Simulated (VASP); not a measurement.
# Si (Fd-3m) in VASP: settings compared, part 3 of 3

VASP 6.6.1. Earlier steps stand in the parts before.

## (4) EvGW0 quasiparticle levels, PBE

POSCAR

```
Si
1.0
    0.0000000000      2.7218511865      2.7218511865
    2.7218511865      0.0000000000      2.7218511865
    2.7218511865      2.7218511865      0.0000000000
Si
2
Direct
    0.5000000000      0.5000000000      0.5000000000
    0.7500000000      0.7500000000      0.7500000000
```

INCAR.step1

```
SYSTEM = Si
PREC = Accurate
ENCUT = 500
EDIFF = 1E-8
ISMEAR = 0
SIGMA = 0.01
LREAL = .FALSE.
LASPH = .TRUE.
NELM = 60
ALGO = Normal
LWAVE = .TRUE.
LCHARG = .FALSE.
GGA = PE
KPAR = 4
```

INCAR.step2

```
SYSTEM = Si
PREC = Accurate
ENCUT = 500
EDIFF = 1E-8
ISMEAR = 0
SIGMA = 0.01
LREAL = .FALSE.
LASPH = .TRUE.
NELM = 1
ALGO = Exact
LWAVE = .TRUE.
LCHARG = .FALSE.
GGA = PE
NBANDS = 263
LOPTICS = .TRUE.
ISTART = 1
KPAR = 4
```

INCAR.step3

```
SYSTEM = Si
PREC = Accurate
ENCUT = 500
EDIFF = 1E-8
ISMEAR = 0
SIGMA = 0.01
LREAL = .FALSE.
LASPH = .TRUE.
ALGO = EVGW0
LWAVE = .FALSE.
LCHARG = .FALSE.
GGA = PE
NELMGW = 4
NBANDS = 263
ENCUTGW = 200
NOMEGA = 50
PRECFOCK = Fast
ISTART = 1
NBANDSGW = 12
KPAR = 4
```

KPOINTS

```
regular mesh
0
G
  4 4 4
  0 0 0
```

Potentials or basis: VASP PAW PBE potentials, release 64 (Si_GW).

Command:

```
$ cat potpaw_PBE.64/Si_GW/POTCAR > POTCAR
$ cp INCAR.step1 INCAR
$ mpirun -np 4 vasp_std > vasp.out
$ cp INCAR.step2 INCAR
$ mpirun -np 4 vasp_std > vasp.out
$ cp INCAR.step3 INCAR
$ mpirun -np 4 vasp_std > vasp.out
```

OUTCAR:

```text
SYSTEM = Si
   PREC = Accurate
   ENCUT = 500
   EDIFF = 1E-8
   ISMEAR = 0
   LREAL = .FALSE.
   LASPH = .TRUE.
   GGA = PE
   NELMGW = 4
   ENCUTGW = 200
   PRECFOCK = Fast
   ISTART = 1

 ion  position               nearest neighbor table
   1  0.500  0.500  0.500-   2 2.36   2 2.36   2 2.36   2 2.36
   2  0.750  0.750  0.750-   1 2.36   1 2.36   1 2.36   1 2.36

  LATTYP: Found a face centered cubic cell.
 ALAT       =     5.4437023730

  Lattice vectors:

 A1 = (   0.0000000000,   2.7218511865,   2.7218511865)
 A2 = (   2.7218511865,   0.0000000000,   2.7218511865)
 A3 = (   2.7218511865,   2.7218511865,   0.0000000000)

Analysis of symmetry for initial positions (statically):
=====================================================================
 Subroutine PRICEL returns:
 Original cell was already a primitive cell.

 Routine SETGRP: Setting up the symmetry group for a
 face centered cubic supercell.

 Subroutine GETGRP returns: Found 48 space group operations
 (whereof 24 operations were pure point group operations)
 out of a pool of 48 trial point group operations.

The static configuration has the point symmetry T_d .
 The point group associated with its full space group is O_h .

Analysis of symmetry for dynamics (positions and initial velocities):
=====================================================================
 Subroutine PRICEL returns:
 Original cell was already a primitive cell.

 Routine SETGRP: Setting up the symmetry group for a
[... 106 lines left out ...]
   EFERMI_NEDOS =   21; number of points for ismear=-14 and -15
   IALGO  =     38    algorithm
   IMIX   =      4    mixing-type and parameters
     AMIX     =   0.40;   BMIX     =  1.00
     AMIX_MAG =   1.60;   BMIX_MAG =  1.00
  volume/ion in A,a.u.               =      20.16       136.08
  Fermi-wavevector in a.u.,A,eV,Ry     =   0.954766  1.804247 12.402783  0.911579
  Thomas-Fermi vector in A             =   2.083543
   LORBIT       =      0    0 simple, 1 ext, 2 COOP (PROOUT), +10 PAW based schemes
   GGA     = PE    functional components
   LHFCALC =     T    Hartree Fock is set to
   PRECFOCK=fast      Normal, Fast or Accurate (Low or Medium for compatibility)
   ENCUT4O =  -1.0   cutoff for four orbital integrals eV
   NKREDX  =     1    reduce k-point grid by
   NKREDY  =     1    reduce k-point grid by
   NKREDZ  =     1    reduce k-point grid by
   AEXX    =    1.0000 exact exchange contribution
   HFSCREEN=    0.0000 screening length (either q_TF or 0.3 A-1)
   HFSCREENC=   0.0000 screening length for correlation (either q_TF or 0.3 A-1)
   ENCUTFOCK=  -1.0 apply spherical cutoff to Coloumb kernel
   IVDW    =     0    specifies the selected vdW correction
   LEPSILON=     F    determine dielectric tensor
   LRPA    =     F    only Hartree local field effects (RPA)
   LRPAFORCE           =     F    calculate RPA forces
   ENCUTGW             = 200.0    cutoff for response function in eV
   ENCUTGWSOFT         = 160.0    soft cutoff for Coulomb kernel in GW response function in eV
   ENCUTLF             =  -1.0    cutoff for local field effects
   NELMGW              =     4    number of iterations in solving QP/BSE equation
   NELMHF              =     1    number of iterations in the inner HF iteration
   NKREDLFX            =     1    NKREDLFY  =   1   NKREDLFZ  =   1
 non-spin polarized calculation
 Gauss-broadening in eV      SIGMA  =   0.01
  energy-cutoff  :      500.00
  volume of cell :       40.33
 maximum number of plane-waves:      1036
  NGX = 16; NGY = 16; NGZ = 16
   NGX = 13   NGY = 13   NGZ = 13
 maximum number of plane-waves:       268

 QP shifts <psi_nk| G(iteration)W_0 |psi_nk>: iteration 1
 for sc-GW calculations column KS-energies equals QP-energies in previous step
 and V_xc(KS)=  KS-energies - (<T + V_ion + V_H > + <T+V_H+V_ion>^1  + <V_x>^1)

 k-point   1 :       0.0000    0.0000    0.0000
  band No.  KS-energies  QP-energies   sigma(KS)   V_xc(KS)     V^pw_x(r,r')   Z            occupation Imag(sigma)

      1      -6.4847      -7.0344     -11.2539     -10.4406     -17.4670       0.6759       2.0000       1.0443
      2       5.4367       4.8180     -12.2193     -11.4015     -13.0150       0.7565       2.0000      -0.0594
      3       5.4367       4.8180     -12.2193     -11.4015     -13.0150       0.7565       2.0000      -0.0594
      4       5.4367       4.8180     -12.2193     -11.4015     -13.0150       0.7565       2.0000      -0.0594
      5       7.9780       8.0354     -10.0086     -10.0847      -5.5644       0.7551       0.0000      -0.1739
      6       7.9780       8.0354     -10.0086     -10.0847      -5.5644       0.7551       0.0000      -0.1739
      7       7.9780       8.0354     -10.0086     -10.0847      -5.5644       0.7551       0.0000      -0.1739
      8       8.7174       8.8761     -10.8352     -11.0473      -5.8596       0.7481       0.0000      -0.2003
      9      13.1360      13.2448      -9.8433      -9.9895      -4.1861       0.7447       0.0000      -0.2850
     10      13.1360      13.2448      -9.8433      -9.9895      -4.1861       0.7447       0.0000      -0.2850
     11      13.3639      13.0756      -8.0814      -7.7060      -2.5880       0.7682       0.0000      -0.3484
     12      16.6395      16.4130      -8.6055      -8.3082      -2.2329       0.7619       0.0000      -0.6464
[... 490 lines left out ...]
      1      -2.9733      -2.9836     -11.7661       8.7780     -16.0628       0.6958       2.0000       0.3785
      2      -2.9733      -2.9836     -11.7661       8.7780     -16.0628       0.6958       2.0000       0.3785
      3       0.7904       0.7838     -10.8266      11.6080     -12.9031       0.7292       2.0000      -0.0109
      4       0.7904       0.7838     -10.8266      11.6080     -12.9031       0.7292       2.0000      -0.0109
      5       9.6060       9.6041      -9.6594      19.2629      -4.8833       0.7578       0.0000      -0.2008
      6       9.6060       9.6041      -9.6594      19.2629      -4.8833       0.7578       0.0000      -0.2008
      7      10.4634      10.4617     -10.0445      20.5056      -4.6788       0.7402       0.0000      -0.2490
      8      10.4634      10.4617     -10.0445      20.5056      -4.6788       0.7402       0.0000      -0.2490
      9      15.9974      15.9963     -10.6583      26.6543      -3.8807       0.7314       0.0000      -0.6409
     10      15.9974      15.9963     -10.6583      26.6543      -3.8807       0.7314       0.0000      -0.6409
     11      18.4534      18.4527     -10.3756      28.8280      -3.3864       0.7302       0.0000      -0.8193
     12      18.4534      18.4527     -10.3756      28.8280      -3.3864       0.7302       0.0000      -0.8193
```

Run time: 4 min. Hardware: 4 MPI ranks of Intel Xeon Platinum 8259CL at 2.50GHz (Skylake/Cascade Lake), shared host; peak memory 0.52 GiB.

What came out:

```
Band gap on the k mesh, mean-field level : 0.71 eV, indirect (least direct gap 2.54 eV)
Quasiparticle gap                        : 1.34 eV
Least direct quasiparticle gap           : 3.32 eV
```

Levels at points of the mesh, in eV from the valence-band top:
| k point | band 1 | band 2 | band 3 | band 4 | band 5 | band 6 | band 7 | band 8 |
| --- | --- | --- | --- | --- | --- | --- | --- | --- |
| (0.00, 0.00, 0.00) | -11.92 | 0.00 | 0.00 | 0.00 | 2.54 | 2.54 | 2.54 | 3.28 |
| (0.50, 0.00, 0.00) | -9.61 | -6.95 | -1.20 | -1.20 | 1.50 | 3.32 | 3.32 | 7.71 |
| (0.50, 0.50, 0.00) | -7.80 | -7.80 | -2.84 | -2.84 | 0.71 | 0.71 | 10.04 | 10.04 |

Quasiparticle gap after each update of the energies (eV): 1.25, 1.32, 1.33, 1.34

Caveat: the k mesh is coarse (spacing up to 0.50 Å⁻¹), so the values aren't converged; bands, screening cutoff and mesh are small and nothing is extrapolated, so the quasiparticle values aren't converged.

## (5) Band structure, HSE06

POSCAR is that of step 4.

INCAR.step1

```
SYSTEM = Si
  PREC = Accurate
  ENCUT = 520
  EDIFF = 1E-5
  ISMEAR = 0
  SIGMA = 0.02
  LREAL = .False.
  LASPH = .True.
  NELM = 80
  ALGO = Normal
  ISIF = 2
  LWAVE = .True.
  LCHARG = .False.
  GGA = PE
  KPAR = 4
```

INCAR.step2

```
SYSTEM = Si
  PREC = Accurate
  ENCUT = 520
  EDIFF = 1E-6
  ISMEAR = 0
  SIGMA = 0.02
  LREAL = .False.
  LASPH = .True.
  NELM = 80
  ALGO = Normal
  ISIF = 2
  LWAVE = .False.
  LCHARG = .False.
  GGA = PE
  LHFCALC = .True.
  HFSCREEN = 0.2
  PRECFOCK = Fast
  ISTART = 1
  KPAR = 4
```

KPOINTS

```
regular mesh
0
Gamma
  6 6 6
  0 0 0
```

KPOINTS_OPT

```
path GXWKGLUWLK,UX
10
line-mode
reciprocal
 0.0000000000  0.0000000000  0.0000000000  G
 0.5000000000  0.0000000000  0.5000000000  X

 0.5000000000  0.0000000000  0.5000000000  X
 0.5000000000  0.2500000000  0.7500000000  W

 0.5000000000  0.2500000000  0.7500000000  W
 0.3750000000  0.3750000000  0.7500000000  K

 0.3750000000  0.3750000000  0.7500000000  K
 0.0000000000  0.0000000000  0.0000000000  G

 0.0000000000  0.0000000000  0.0000000000  G
 0.5000000000  0.5000000000  0.5000000000  L

 0.5000000000  0.5000000000  0.5000000000  L
 0.6250000000  0.2500000000  0.6250000000  U

 0.6250000000  0.2500000000  0.6250000000  U
 0.5000000000  0.2500000000  0.7500000000  W

 0.5000000000  0.2500000000  0.7500000000  W
 0.5000000000  0.5000000000  0.5000000000  L

 0.5000000000  0.5000000000  0.5000000000  L
 0.3750000000  0.3750000000  0.7500000000  K

 0.6250000000  0.2500000000  0.6250000000  U
 0.5000000000  0.0000000000  0.5000000000  X
```

Potentials or basis: VASP PAW PBE potentials, release 64 (Si).

Command:

```
$ cat potpaw_PBE.64/Si/POTCAR > POTCAR
$ cp INCAR.step1 INCAR
$ mpirun -np 4 vasp_std > vasp.out
$ cp INCAR.step2 INCAR
$ mpirun -np 4 vasp_std > vasp.out
```

Run time: 2.5 min. Hardware: 4 MPI ranks of Intel Xeon 6975P-C (Granite Rapids), shared host; peak memory 0.3 GiB.

It converged, with:

```yaml
Free_energy: -12.5674 eV
Pressure: -0.5 GPa
Band_gap_on_the_k_mesh: 1.32 eV, indirect (least direct gap 3.34 eV)
Band_gap_along_the_path: 1.19 eV, indirect (least direct gap 3.34 eV)
```

Levels at the corners of the path, in eV from the valence-band top:
| point | band 2 | band 3 | band 4 | band 5 | band 6 | band 7 |
| --- | --- | --- | --- | --- | --- | --- |
| Γ | 0.00 | 0.00 | 0.00 | 3.34 | 3.34 | 3.34 |
| X | -8.65 | -3.12 | -3.12 | 1.32 | 1.32 | 11.45 |
| X | -8.65 | -3.12 | -3.12 | 1.32 | 1.32 | 11.45 |
| W | -8.47 | -4.16 | -4.16 | 5.07 | 5.07 | 5.97 |
| W | -8.47 | -4.16 | -4.16 | 5.07 | 5.07 | 5.97 |
| K | -7.99 | -4.66 | -2.64 | 1.85 | 4.96 | 8.63 |
| K | -7.99 | -4.66 | -2.64 | 1.85 | 4.96 | 8.63 |
| Γ | 0.00 | 0.00 | 0.00 | 3.34 | 3.34 | 3.34 |
| Γ | 0.00 | 0.00 | 0.00 | 3.34 | 3.34 | 3.34 |
| L | -7.68 | -1.31 | -1.31 | 2.23 | 4.16 | 4.16 |
| L | -7.68 | -1.31 | -1.31 | 2.23 | 4.16 | 4.16 |
| U | -7.99 | -4.66 | -2.64 | 1.85 | 4.96 | 8.62 |
| U | -7.99 | -4.66 | -2.64 | 1.85 | 4.96 | 8.62 |
| W | -8.47 | -4.16 | -4.16 | 5.07 | 5.07 | 5.97 |
| W | -8.47 | -4.16 | -4.16 | 5.07 | 5.07 | 5.97 |
| L | -7.68 | -1.31 | -1.31 | 2.23 | 4.16 | 4.16 |
| L | -7.68 | -1.31 | -1.31 | 2.23 | 4.16 | 4.16 |
| K | -7.99 | -4.66 | -2.64 | 1.85 | 4.96 | 8.63 |
| U | -7.99 | -4.66 | -2.64 | 1.85 | 4.96 | 8.62 |
| X | -8.65 | -3.12 | -3.12 | 1.32 | 1.32 | 11.45 |

Caveat: the PAW data sets were made with another functional, which shifts forces and pressure a little; the mesh misses the band edges, which the band path finds closer together.

## (6) Band structure, HSE03

POSCAR is that of step 5.

INCAR.step1 is that of step 5.

INCAR.step2, as its differences from that of step 5:

```diff
@@ -15,3 +15,3 @@
   LHFCALC = .True.
-  HFSCREEN = 0.2
+  HFSCREEN = 0.3
   PRECFOCK = Fast
```

KPOINTS is that of step 5.

KPOINTS_OPT is that of step 5.

Potentials or basis: VASP PAW PBE potentials, release 64 (Si).

Command:

```
$ cat potpaw_PBE.64/Si/POTCAR > POTCAR
$ cp INCAR.step1 INCAR
$ mpirun -np 4 vasp_std > vasp.out
$ cp INCAR.step2 INCAR
$ mpirun -np 4 vasp_std > vasp.out
```

Wall time 2.3 min (4 MPI ranks of Intel Xeon 6975P-C (Granite Rapids), shared host); peak memory 0.3 GiB.

It converged, with:

```
Free energy             : -12.1729 eV
Pressure                : -0.3 GPa
Band gap on the k mesh  : 1.15 eV, indirect (least direct gap 3.15 eV)
Band gap along the path : 1.02 eV, indirect (least direct gap 3.15 eV)
```

Levels at the corners of the path, in eV from the valence-band top:
```csv
point,band 1,band 2,band 3,band 4,band 5,band 6,band 7,band 8
Γ,-13.11,0.00,0.00,0.00,3.15,3.15,3.15,4.05
X,-8.53,-8.53,-3.06,-3.06,1.15,1.15,11.19,11.19
X,-8.53,-8.53,-3.06,-3.06,1.15,1.15,11.19,11.19
W,-8.36,-8.36,-4.09,-4.09,4.86,4.86,5.75,5.75
W,-8.36,-8.36,-4.09,-4.09,4.86,4.86,5.75,5.75
K,-9.00,-7.88,-4.58,-2.60,1.68,4.75,8.38,9.10
K,-9.00,-7.88,-4.58,-2.60,1.68,4.75,8.38,8.90
Γ,-13.11,0.00,0.00,0.00,3.15,3.15,3.15,4.05
Γ,-13.11,0.00,0.00,0.00,3.15,3.15,3.15,4.05
L,-10.54,-7.56,-1.28,-1.28,2.05,3.96,3.96,8.42
L,-10.54,-7.56,-1.28,-1.28,2.05,3.96,3.96,8.42
U,-9.00,-7.88,-4.58,-2.60,1.68,4.75,8.38,9.10
U,-9.00,-7.88,-4.58,-2.60,1.68,4.75,8.37,8.88
W,-8.36,-8.36,-4.09,-4.09,4.86,4.86,5.75,5.75
W,-8.36,-8.36,-4.09,-4.09,4.86,4.86,5.75,5.75
L,-10.54,-7.56,-1.28,-1.28,2.05,3.96,3.96,8.42
L,-10.54,-7.56,-1.28,-1.28,2.05,3.96,3.96,8.42
K,-9.00,-7.88,-4.58,-2.60,1.68,4.75,8.38,8.88
U,-9.00,-7.88,-4.58,-2.60,1.68,4.75,8.38,8.93
X,-8.53,-8.53,-3.06,-3.06,1.15,1.15,11.19,11.21
```

Caveat: the PAW data sets were made with another functional, which shifts forces and pressure a little; the mesh misses the band edges, which the band path finds closer together.

## (7) The reference run

An earlier run on the cell as given: functional PBE; potentials or basis VASP PAW PBE potentials, release 64 (Si); cutoff 520 eV; k mesh 8 × 8 × 8; occupations fermi-dirac, width 0.05 eV; no spin polarisation.

* Pressure: 1.3 GPa
* Band gap on the k mesh: 0.63 eV, indirect (least direct gap 2.56 eV)

## (8) Summary

| task | level | potentials or basis | k mesh | cutoff (eV) | smearing | cutoff of the response function | frequency points | empty bands | GW scheme | GW iterations | mesh quality | gap on the mesh (eV) | pressure (GPa) |
| --- | --- | --- | --- | --- | --- | --- | --- | --- | --- | --- | --- | --- | --- |
| G0W0 quasiparticle levels | PBE | VASP PAW PBE potentials, release 64 (Si_GW) | 5 × 5 × 5 | 500 | gaussian 0.01 eV | 100 | 48 | 135 | G0W0 | 1 | not flagged | - | - |
| evGW0 quasiparticle levels | PBE | VASP PAW PBE potentials, release 64 (Si_GW) | 4 × 4 × 4 | 450 | gaussian 0.01 eV | 150 | 64 | 249 | evGW0 | 4 | coarse | - | - |
| evGW0 quasiparticle levels | PBE | VASP PAW PBE potentials, release 64 (Si_GW) | 4 × 4 × 4 | 500 | gaussian 0.01 eV | 200 | 50 | 259 | evGW0 | 4 | coarse | - | - |
| band structure | HSE06 | VASP PAW PBE potentials, release 64 (Si) | 6 × 6 × 6 | 520 | gaussian 0.02 eV | - | - | - | - | - | not flagged | 1.32 | -0.5 |
| band structure | HSE03 | VASP PAW PBE potentials, release 64 (Si) | 6 × 6 × 6 | 520 | gaussian 0.02 eV | - | - | - | - | - | not flagged | 1.15 | -0.3 |
| single point | PBE | VASP PAW PBE potentials, release 64 (Si) | 8 × 8 × 8 | 520 | fermi-dirac 0.05 eV | - | - | - | - | - | not flagged | 0.63 | 1.3 |

Alike in all rows: no spin polarisation; cell as given.

Caveats: some runs use coarse meshes; bands, screening cutoff and mesh are small and nothing is extrapolated, so the quasiparticle values aren't converged (some runs); the PAW data sets were made with another functional, which shifts forces and pressure a little (some runs); the mesh misses the band edges, which the band path finds closer together (some runs); an odd mesh through Γ misses points on the zone boundary, where band edges often lie (some runs).

Absolute energies hang on the potentials; compare differences alone.
